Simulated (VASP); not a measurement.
Write the native input for VASP 6.6.1 that does the following.

| Quantity | Value |
| --- | --- |
| Task | single point |
| Functional | PBEsol |
| Potentials or basis | VASP PAW PBE potentials, release 64 (Si, O) |
| Cutoff | 520 eV |
| k mesh | 6 × 6 × 8 |
| Occupations | gaussian, width 0.5 eV |
| Spin | no spin polarisation |
| Further INCAR settings | ALGO = Normal; EDIFF = 1e-06 |

The structure of SiO2 lies in POSCAR:

```
SiO2
1.0
    4.1922600000      0.0000000000      0.0000000000
    0.0000000000      4.1922600000      0.0000000000
    0.0000000000      0.0000000000      2.6825200000
Si O
2 4
Direct
    0.0000000000      0.0000000000      0.0000000000
    0.5000000000      0.5000000000      0.5000000000
    0.3058400000      0.3058400000      0.0000000000
    0.1941600000      0.8058400000      0.5000000000
    0.6941600000      0.6941600000      1.0000000000
    0.8058400000      0.1941600000      0.5000000000
```

These files were run (other wordings do the same):

INCAR

```
PREC = Accurate ; ENCUT = 520
EDIFF = 1E-6 ; ISMEAR = 0
SIGMA = 0.5 ; LREAL = F
LASPH = T ; NELM = 60
ALGO = Normal ; ISIF = 2
LWAVE = F ; LCHARG = T
GGA = PS ; LELF = T
LVHAR = T
```

KPOINTS

```
regular mesh
0
Gamma
  6 6 8
```

Potentials or basis: VASP PAW PBE potentials, release 64 (Si, O).

Command:

```sh
$ cat potpaw_PBE.64/Si/POTCAR potpaw_PBE.64/O/POTCAR > POTCAR
$ mpirun -np 1 vasp_std > vasp.out
```

Results of the run:

| Quantity | Value |
| --- | --- |
| Pressure | 0.4 GPa |
| Band gap on the k mesh | 5.34 eV, direct |

Caveat: the PAW data sets were made with another functional, which shifts forces and pressure a little.

Wall time 26 s on 1 thread of Intel(R) Xeon(R) Platinum 8259CL CPU @ 2.50GHz (Skylake/Cascade Lake), with other jobs on the host, peak memory 0.17 GiB.
